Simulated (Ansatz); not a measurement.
## Response properties of CaS (Fm-3m)

The conventional cell has a = 5.634 Å, b = 5.634 Å, c = 5.634 Å, α = 90.00°, β = 90.00°, γ = 90.00°. Ca (atom 1) is surrounded by 6 S at 2.82 Å. S (atom 2) is surrounded by 6 Ca at 2.82 Å.

Ansatz runs use the cell relaxed by PAW under their functional.

Task: What are its gap and electron mass? (PBEsol, all-electron LAPW in Ansatz 0.2.0, scalar-relativistic; a = 5.634 Å; k mesh 8×8×8, fixed occupations, basis error target 1 meV/atom)

Result: Kohn-Sham band edges (the gap between refined extrema, the direct gap on the fine mesh): gap = 2.16 eV, least direct gap = 3.00 eV, electron conductivity mass = 0.397 mₑ, ε∞ without local fields (PAW) = 5.72.

Task: How stiff is it? (PBEsol, all-electron LAPW in Ansatz 0.2.0, scalar-relativistic; a = 5.634 Å; k mesh 6×6×6, strains of ±0.003, fixed occupations, basis error target 0.5 meV/atom)

Result: Elastic moduli (Hill averages, relaxed ions; θ_D from sound speeds over directions): B = 61.5 GPa, G = 42.1 GPa, C11 = 138 GPa, C44 = 34.0 GPa, ν = 0.222, θ_D = 460 K.

Task: How does it vibrate? (PBEsol, all-electron LAPW in Ansatz 0.2.0, scalar-relativistic; a = 5.634 Å; k mesh 6×6×6, fixed occupations, basis error target 1 meV/atom; q mesh 2×2×2)

Result: Harmonic phonons by finite displacements (no LO-TO term; negative means unstable): highest mode = 277 cm⁻¹, lowest at L = 164 cm⁻¹, lowest at X = 120 cm⁻¹, highest at Γ = 230 cm⁻¹.

Task: How does it screen a field? (PBEsol, PAW on Ansatz 0.2.0's default frozen-core files (fitted under PBE), scalar-relativistic; a = 5.634 Å; k mesh 6×6×6, fixed occupations, cutoff 420 eV)

Result: Dielectric response and Born charges by linear response (direction means): ε∞ = 5.21, largest |Z*| = 2.35 e, ε₀ = 11.7.

Task: How much do local fields and the kernel change ε∞?

Result: From 5.72 (independent particles) to 5.21 (linear response), -9 %. The two sums use different k meshes, so a part of a few per cent can be the mesh's.

Caveats: semilocal gaps are low, and light masses and ε∞ follow the gap (band edges); frozen-core PAW files fitted under PBE, their cores solved anew for the functional of the run (field response); zone-boundary modes aren't tested (field response); field response not resolved by the mesh (field response); semilocal gaps are low, so ε∞ comes out large.
